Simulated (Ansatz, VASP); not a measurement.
# C31N (substitutional N in diamond) in two plane-wave programs

One calculation is typed for both programs; each brings its own data sets. How far apart do they land? The structure shown is the start of the Ansatz relaxation below; VASP solves that cell, so the two are compared at the walk's first step.

Calculated with Ansatz 0.2.0; plane waves, with VASP 6.6.1 beside it; single point at HSE06.

## (1) Starting point

The cell holds 32 atoms: 31 C and 1 N. Cell: a = 6.186 Å, b = 6.186 Å, c = 6.186 Å, α = 109.5°, β = 109.5°, γ = 109.5°. It derives from C (C (Fd-3m)). Nearest the centre at fractional (0.500, 0.500, 0.500): N32 at 0.10 Å, C26 at 1.48 Å, C31 at 1.56 Å, C25 at 1.56 Å, C22 at 1.59 Å, C8 at 2.44 Å, C2 at 2.47 Å, C13 at 2.48 Å. The cell carries charge +1.

## (2) Ansatz: relaxation, HSE06

Ansatz runs on its default PAW (the set named soft_2) files.

The two programs are compared at the cell with which this relaxation starts, whose forces are those of its first step.

input.yaml

```yaml
relax:
  f_tol: 0.02
  max_steps: 80
  random_displacement: { amplitude: 0.1, seed: 421 }
crystal:
  lattice:
    - [-3.57158176, 3.57158176, 3.57158176]
    - [3.57158176, -3.57158176, 3.57158176]
    - [3.57158176, 3.57158176, -3.57158176]
  atoms:
    - { symbol: C, position: [0.0, 0.0, 0.5] }
    - { symbol: C, position: [0.0, 0.25, 0.25] }
    - { symbol: C, position: [0.0, 0.5, 0.0] }
    - { symbol: C, position: [0.0, 0.75, 0.75] }
    - { symbol: C, position: [0.25, 0.0, 0.25] }
    - { symbol: C, position: [0.25, 0.25, 0.0] }
    - { symbol: C, position: [0.25, 0.5, 0.75] }
    - { symbol: C, position: [0.25, 0.75, 0.5] }
    - { symbol: C, position: [0.5, 0.0, 0.0] }
    - { symbol: C, position: [0.5, 0.25, 0.75] }
    - { symbol: "N", position: [0.5, 0.5, 0.5] }
    - { symbol: C, position: [0.5, 0.75, 0.25] }
    - { symbol: C, position: [0.75, 0.0, 0.75] }
    - { symbol: C, position: [0.75, 0.25, 0.5] }
    - { symbol: C, position: [0.75, 0.5, 0.25] }
    - { symbol: C, position: [0.75, 0.75, 0.0] }
    - { symbol: C, position: [0.0, 0.0, 0.25] }
    - { symbol: C, position: [0.0, 0.25, 0.0] }
    - { symbol: C, position: [0.0, 0.5, 0.75] }
    - { symbol: C, position: [0.0, 0.75, 0.5] }
    - { symbol: C, position: [0.25, 0.0, 0.0] }
    - { symbol: C, position: [0.25, 0.25, 0.75] }
    - { symbol: C, position: [0.25, 0.5, 0.5] }
    - { symbol: C, position: [0.25, 0.75, 0.25] }
    - { symbol: C, position: [0.5, 0.0, 0.75] }
    - { symbol: C, position: [0.5, 0.25, 0.5] }
    - { symbol: C, position: [0.5, 0.5, 0.25] }
    - { symbol: C, position: [0.5, 0.75, 0.0] }
    - { symbol: C, position: [0.75, 0.0, 0.5] }
    - { symbol: C, position: [0.75, 0.25, 0.25] }
    - { symbol: C, position: [0.75, 0.5, 0.0] }
    - { symbol: C, position: [0.75, 0.75, 0.75] }
  host:
    repeats: [1, 1, 1]
    atoms:
      - { symbol: C, position: [0.0, 0.0, 0.5] }
      - { symbol: C, position: [0.0, 0.25, 0.25] }
      # ... 30 more atoms of the perfect host
total_charge: 1
basis:
  ecutwfc: 420
  xc_grid: 2
hamiltonian:
  xc: hse06
kpoints:
  mp_grid: { grid: [1, 1, 1] }
scf:
  occupations: { method: fermi_dirac, width: 0.01 }
  max_iter: 120
output:
  forces: true
  charged_corrections:
    epsilon: 5.85
    static_epsilon: 5.85
    defect_position: [0.5, 0.5, 0.5]
  eigenvalues: true
checkpoint:
  write: "../relax0.run"
  compress: false
  write_wavefunctions: true
  write_every: 100000
```

The run is started by

```sh
$ ansatz run input.yaml --threads 2 --pin off --max-ram 3768MiB --backend cpu --events-out ev --progress --plain --runs-dir out
```

Numbers of over 12 decimals in the logs are rounded to 6 here.

What it wrote:

```text
exact exchange: scf.exx.singularity resolves to wigner_seitz, which cuts the screened interaction at the faces of the exchange supercell's Wigner-Seitz cell, so that each pair interacts once, at the shortest of its separations (the periodic images that this leaves out come, for a point-like exchange hole, to about 0.446 eV on a filled level). The cut falls within the interaction's reach, and what an exchange supercel [...]
Engine: ansatz 0.2.0, x86_64-unknown-linux-gnu
Pseudopotentials: kind: paw
Pseudopotential: C, paw, valence charge 4, recommended cutoff 420 eV (normal), C.paw.azcp
Pseudopotential: N, paw, valence charge 5, recommended cutoff 420 eV (normal), N.paw.azcp
Functional definition: HSE06
  parameter a = 0.25
  parameter omega = 0.11/bohr
  exchange = pbe_x - a*pbe_x_sr(omega) + a*exact_x_sr(omega)
  correlation = pbe_c
Crystal: 32 atoms, lattice volume = 182.239 Å³
Basis set: ecut = 420 eV, 3559 PW (Γ), exchange–correlation on 90×90×90 points (8 copies of the dense FFT grid, shifted against one another)
Bands: 96, of which v1, the nominal top of the filled ones, is band 64 counted from 1 (63 counted from 0)
Symmetry: 1 space group operations
k-points: 1
Non-local potential: C, projectors of the file, l = 0: 2, l = 1: 2, l = 2: 1
Non-local potential: N, projectors of the file, l = 0: 2, l = 1: 2, l = 2: 1
PAW form: soft (Blöchl's): semilocal exchange-correlation on the pseudo side does not see the compensation charge
PAW frozen core: C, regenerated for the run's functional, and the local potential with it (the file was generated under x = pbe(κ = 0.804, μ = 0.219515), c = pbe(β = 0.066725))
PAW frozen core: N, regenerated for the run's functional, and the local potential with it (the file was generated under x = pbe(κ = 0.804, μ = 0.219515), c = pbe(β = 0.066725))
PAW one-centre angular grid: C, 110 points (default); XC on 64 Gauss nodes
PAW one-centre angular grid: N, 110 points (default); XC on 64 Gauss nodes
Initial density: superposition of atomic densities (neutral atoms scaled as one to the charged cell's electrons: chi_scale 0, normalization atom), corrected by the library's trained network
Initial wavefunctions: pseudopotential atomic-orbital guess
Functional: x = pbe(κ = 0.804, μ = 0.219515), c = pbe(β = 0.066725), warm-up for x = pbe(κ = 0.804, μ = 0.219515) + 0.25 (exact − pbe) at short range (hse, ω = 0.207870 Å⁻¹), c = pbe(β = 0.066725); HSE06 as pw.x's `hse` composes it (authors' and Libxc's form: `xc: wpbeh`)
SCF iter   1: F=—  HF=-8159.380011 eV  |F-HF|=—  |Δ(HF+E_count)|=         —  Δρ=1.33e-2  dr2=2.81e-1  ethr=1.77e-3  ⟨swp⟩=9.0  Hψ=459  notcnv=0
preconditioner: auto → none  [insulator: Δε(μ)=2.545 eV  Ē_g=16.426 eV  σ=0.010 eV  W_gap=1.00  n_scr=54 (ndim 8)  ℏωp=31.1 eV  f_vac=0.000  D(μ)=0.00/eV (n_scr^D=0)]
SCF iter   2: F=—  HF=-8159.303963 eV  |F-HF|=—  |Δ(HF+E_count)|=   7.60e-2  Δρ=4.82e-3  dr2=3.16e-2  ethr=2.20e-4  ⟨swp⟩=6.0  Hψ=241  notcnv=0
iter 3 solved again at ethr=7.75e-7 eV; its pass at ethr=2.47e-5 eV (dr2=9.92e-4 eV) is discarded
SCF iter   3: F=—  HF=-8159.296468 eV  |F-HF|=—  |Δ(HF+E_count)|=   7.49e-3  Δρ=8.98e-4  dr2=9.89e-4  ethr=7.75e-7  ⟨swp⟩=4.0  Hψ=424  notcnv=0  defer=1
SCF iter   4: F=—  HF=-8159.296352 eV  |F-HF|=—  |Δ(HF+E_count)|=   1.16e-4  Δρ=2.83e-4  dr2=6.60e-5  ethr=7.73e-7  ⟨swp⟩=4.0  Hψ=188  notcnv=0  defer=2
SCF iter   5: F=—  HF=-8159.296358 eV  |F-HF|=—  |Δ(HF+E_count)|=   6.07e-6  Δρ=4.47e-5  dr2=2.33e-6  ethr=5.16e-8  ⟨swp⟩=3.0  Hψ=199  notcnv=0
SCF iter   6: F=—  HF=-8159.296358 eV  |F-HF|=—  |Δ(HF+E_count)|=   1.42e-7  Δρ=1.08e-5  dr2=1.76e-7  ethr=1.82e-9  ⟨swp⟩=3.0  Hψ=211  notcnv=0
SCF iter   7: F=-8159.296358 eV  HF=-8159.296358 eV  |F-HF|=3.94e-9  |Δ(HF+E_count)|=   3.39e-9  Δρ=2.65e-6  dr2=9.91e-9  ethr=1.37e-10  ⟨swp⟩=3.0  Hψ=203  notcnv=0
SCF 1 converged in 7 iterations: F = -8159.296358 eV  dr2 = 9.91e-9
[...]
SCF iter   2: F=-8168.965770 eV  HF=-8168.965770 eV  |F-HF|=1.95e-9  |Δ(HF+E_count)|=   6.26e-9  Δρ=3.37e-6  dr2=8.44e-9  ethr=1.64e-11  ⟨swp⟩=3.0  Hψ=161  notcnv=0
SCF 12 converged in 2 iterations: F = -8168.965770 eV  dr2 = 8.44e-9
  Residual-converged pass: ⟨swp⟩=2.0  Hψ=156  notcnv=0  max |occ|·‖R‖ = 5.5e-6 eV (tolerance 6.7e-6 eV)  dr2=8.41e-9  dr2_onsite=4.58e-10  max |Δocc| = 0.0e0
hybrid outer 1: dexx = +9.802e-10 eV, tail = 1.26e-8 eV
Exchange kernel: α = 0.2500, screened, ω = 0.2079 Å⁻¹, Wigner–Seitz truncation, v(0) = 558.9497 eV·Å³, q-mesh 1×1×1, nearest image of the exchange supercell L = 6.19 Å, pair-density grid 25×25×25, without the augmentation charges, whose exchange is taken in its separable form (sized by the pseudopotential files, 36×36×36 at the most)
Frozen-core exchange: fock
SCF iter   1: F=—  HF=-8168.965770 eV  |F-HF|=—  |Δ(HF+E_count)|=         —  Δρ=3.60e-6  dr2=6.77e-9  ethr=1.61e-10  ⟨swp⟩=8.0  Hψ=258  notcnv=0
SCF iter   2: F=-8168.965770 eV  HF=-8168.965770 eV  |F-HF|=5.88e-10  |Δ(HF+E_count)|=   1.37e-9  Δρ=1.67e-6  dr2=1.53e-9  ethr=5.28e-12  ⟨swp⟩=3.0  Hψ=164  notcnv=0
SCF 13 converged in 2 iterations: F = -8168.965770 eV  dr2 = 1.53e-9
  Residual-converged pass: ⟨swp⟩=2.0  Hψ=155  notcnv=0  max |occ|·‖R‖ = 2.3e-6 eV (tolerance 3.0e-6 eV)  dr2=1.53e-9  dr2_onsite=1.16e-10  max |Δocc| = 0.0e0
hybrid outer 2: dexx = +9.925e-11 eV, tail = 3.30e-9 eV, Δε = 2.23e-5 eV (about 9.63e-5 eV left of the loop's levels), ΔF = 3.14e-5 eV/Å (tail 1.03e-4)
relax step   6: F+E_penalty+E_count = -8168.96577035 eV  Δ(F+E_penalty+E_count) = -5.183e-9 eV  max|allowed force component| = 5.966e-3 eV/Å  Δτ_max = 0.0000 Å  (4 SCF iters, accepted)
hybrid SCF converged: 2 outer / 4 inner (+0 warm-up), last move |dexx| = 9.92e-11 eV, tail = 3.30e-9 eV
Stability not checked: this state was not tested for a lower state beside it, because the functional holds exact exchange (a hybrid, or Hartree-Fock), whose exchange loop this test does not read (fock_operator; see scf.lower_state_search)
Free energy (F): -8168.965770 eV
Frozen-core exchange: fock
Harris-Foulkes:  -8168.965770 eV  (|F-HF|=5.88e-10)
Internal energy: -8168.965770 eV  (E = F + TS)
E sigma→0 (E₀):  -8168.965770 eV
Fermi energy:    15.003770 eV
--- Per-component energies (eV) ---
  E_band       = 351.523915
  E_kinetic    = 2965.412364
  E_local      = -2026.060088  (includes V_loc(G=0)·N_el)
  E_nonlocal   = 846.903525
  E_hartree    = 452.724297
  E_xc         = -1259.074583
  E_vxc        = -1547.825022  (∫ρ·V_xc dr)
  E_exx        = -294.593031  (= α·E_x^exact, valence–valence)
  E_paw        = -3202.913317  (= ΣΔE_a)
  E_vpaw       = -203.169646  (= ΣTr[D̂ρ^β])
  E_aug_tail   = 0.000363  (compensation charges beyond the density's cutoff)
  E_ewald      = -5650.809388
  E_core_change = -0.555912  (= ΣΔE_core)
  E_smearing   = -0.000000  (= −TS)
  E_closure    = 0.000000  (closes the sum)
  E_deformation_potential = 21.408379  (in the stress; not in F)
  Σ components = -8168.965770   (vs F -8168.965770, Δ=-9.09e-13)
--- Forces (eV/Å), atoms counted from 1 ---
  atom   1  C      0.00092881    -0.00058316    -0.00069448
  atom   2  C     -0.00191089    -0.00125978     0.00015475
  atom   3  C      0.00042770     0.00051881    -0.00150300
  atom   4  C     -0.00133837    -0.00080404     0.00064686
  atom   5  C     -0.00085985    -0.00160294    -0.00078139
  atom   6  C     -0.00081014     0.00012670    -0.00139788
  atom   7  C      0.00156467    -0.00089911     0.00031804
  atom   8  C      0.00110737    -0.00083784     0.00090101
  atom   9  C      0.00002660     0.00024013    -0.00211074
  atom  10  C      0.00068156     0.00061253    -0.00055479
  atom  11  N      0.00010284     0.00063121     0.00023332
  atom  12  C      0.00185402    -0.00125250    -0.00035448
  atom  13  C      0.00160801    -0.00033973    -0.00110880
  atom  14  C     -0.00147767    -0.00133419     0.00020358
  atom  15  C      0.00089918     0.00168452    -0.00064776
  atom  16  C     -0.00016387     0.00086395     0.00019929
  atom  17  C      0.00180183     0.00197119    -0.00111147
  atom  18  C     -0.00176063     0.00288051     0.00070571
  atom  19  C      0.00181000     0.00010495     0.00002151
  atom  20  C     -0.00051958    -0.00105832    -0.00163726
  atom  21  C      0.00107851     0.00159794     0.00076305
  atom  22  C      0.00056097     0.00010942     0.00154540
  atom  23  C     -0.00224840     0.00309668     0.00169922
  atom  24  C      0.00104178    -0.00049838    -0.00026535
  atom  25  C      0.00166130    -0.00090649    -0.00209523
  atom  26  C     -0.00041908    -0.00143641     0.00596599
  atom  27  C      0.00096438     0.00075702    -0.00156446
  atom  28  C     -0.00092711     0.00187537    -0.00049149
  atom  29  C     -0.00073398     0.00038636     0.00069705
  atom  30  C     -0.00053086    -0.00052778     0.00162036
  atom  31  C     -0.00084890    -0.00015244     0.00188972
  atom  32  C     -0.00357134    -0.00396393    -0.00124534
  max |Σ_I F_I| component: 1.16e-6 eV/Å
--- Charged-cell corrections in eV (Makov–Payne, q = +1.000 e, ε = 5.850) ---
  F (periodic)     = -8168.965770  (uncorrected; the corrections below are reported, never added to it)
  E_corr1          = +0.627026  (monopole, q²α_M/2εL)
  F Makov-Payne    = -8168.338745  (F + E_corr1; no measured alignment; for a localised charge, not one spread in a band: unchecked)
  no potential alignment in this run, which stands beside a crystal: run the host's input off ansatz write-host-input, and read the two finished runs by ansatz place-levels (neither reads a slab, a wire or a sheet, whose cell leaves a vacuum)
--- Band table (eV) ---
  k-point 0: bands = [... 60 lower, 9.5556, 12.4683, 12.4684, 12.4687, 17.5281, 18.5471, 18.5472, 18.5473, ... 28 higher]
--- Relaxed structure (6 steps of the walk, 6 accepted, 0 SCFs on fresh bases) ---
  F+E_penalty+E_count = -8168.96577035 eV   max|allowed force component| = 5.966e-3 eV/Å
  atoms:
    - { symbol: C, position: [0.00356688, 0.00254948, 0.501310] }
    - { symbol: C, position: [0.00419024, 0.251880, 0.250647] }
    - { symbol: C, position: [0.00356091, 0.502559, 0.00131185] }
    - { symbol: C, position: [0.00293292, 0.751242, 0.750014] }
    - { symbol: C, position: [0.252891, 0.00318596, 0.250643] }
    - { symbol: C, position: [0.252881, 0.251883, 0.00195415] }
    - { symbol: C, position: [0.254871, 0.502542, 0.751988] }
    - { symbol: C, position: [0.254877, 0.753223, 0.501316] }
    - { symbol: C, position: [0.503567, 0.00256112, 0.0013116] }
    - { symbol: C, position: [0.503557, 0.253857, 0.751994] }
    - { symbol: N, position: [0.503557, 0.502551, 0.501318] }
    - { symbol: C, position: [0.503569, 0.753225, 0.252623] }
    - { symbol: C, position: [0.752264, 0.00191827, 0.750004] }
    - { symbol: C, position: [0.754232, 0.253861, 0.501329] }
    - { symbol: C, position: [0.754240, 0.502552, 0.252627] }
    - { symbol: C, position: [0.752243, 0.751242, 0.000682148] }
    - { symbol: C, position: [0.00351614, 0.00250613, 0.250956] }
    - { symbol: C, position: [0.003507, 0.252217, 0.00127393] }
    - { symbol: C, position: [0.00360408, 0.502545, 0.751008] }
    - { symbol: C, position: [0.00361612, 0.752256, 0.501322] }
    - { symbol: C, position: [0.253214, 0.00251013, 0.00126844] }
    - { symbol: C, position: [0.253858, 0.252844, 0.751661] }
    - { symbol: C, position: [0.252193, 0.502551, 0.501315] }
    - { symbol: C, position: [0.253870, 0.752893, 0.251616] }
    - { symbol: C, position: [0.503578, 0.00259438, 0.751007] }
    - { symbol: C, position: [0.503544, 0.251182, 0.501328] }
    - { symbol: C, position: [0.503567, 0.502553, 0.249960] }
    - { symbol: C, position: [0.503555, 0.752254, 0.00135265] }
    - { symbol: C, position: [0.753261, 0.00259109, 0.501315] }
    - { symbol: C, position: [0.753900, 0.252853, 0.251630] }
    - { symbol: C, position: [0.753250, 0.502551, 0.00136209] }
    - { symbol: C, position: [0.754934, 0.753919, 0.752696] }
```

Reading the cycles: dr2 is the Hartree energy of the density residual (eV), the measure of convergence; HF is the Harris–Foulkes estimate of the energy, which meets the free energy F at convergence.

(Continued in part 2 of 2.)

[Lines on the potential files, build, host, timing and source positions are cut from VASP's logs without a mark.]

[Logs are printed without paths, hosts, clocks, repeated set-up lines and the standing remarks that a program may print on its own settings, such as how far it seeks lower states.]

[Hosts, paths, dates, database ids (printed as entryN), source tags and the programs' standing remarks are cut or masked in the printed files.]
